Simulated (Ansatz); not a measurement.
## Pt in Ansatz: the effect of functional

Pt:

```
Pt
1.0
     2.79699    0.00000    0.00000
    -1.39850    2.42227    0.00000
     0.00000    0.00000    4.85520
Pt
2
Cartesian
  0.0000 1.6148 1.2138
  1.3985 0.8074 3.6414
```

This isn't the form of Pt at room conditions, which is fcc.

The cell isn't the ideal one: volume scaled by 1.04.

Alike in all runs:

| Property | Result |
| --- | --- |
| Program | Ansatz 0.2.0 |
| Task | single point |
| Potentials or basis | Ansatz PAW |
| k mesh | 11 × 11 × 6 |
| Occupations | fermi-dirac, width 0.05 eV |
| Spin | no spin polarisation |

Q: One run gave: pressure -23.0 GPa. Which functional did it use?
A. r2SCAN
B. LDA
C. PBEsol

A: B.

```csv
functional,cutoff,pressure (GPa)
LDA,420 eV (not typed: the program's choice for these potentials),-23.0
PBEsol,420 eV (not typed: the program's choice for these potentials),-18.4
r2SCAN,500 eV (not typed: the program's choice for these potentials),-14.3
```

Caveats: the PAW data sets come from PBE, with cores solved anew for the run's functional, which leaves a small shift of forces and pressure.

Runs at the PBE level aren't shown here.
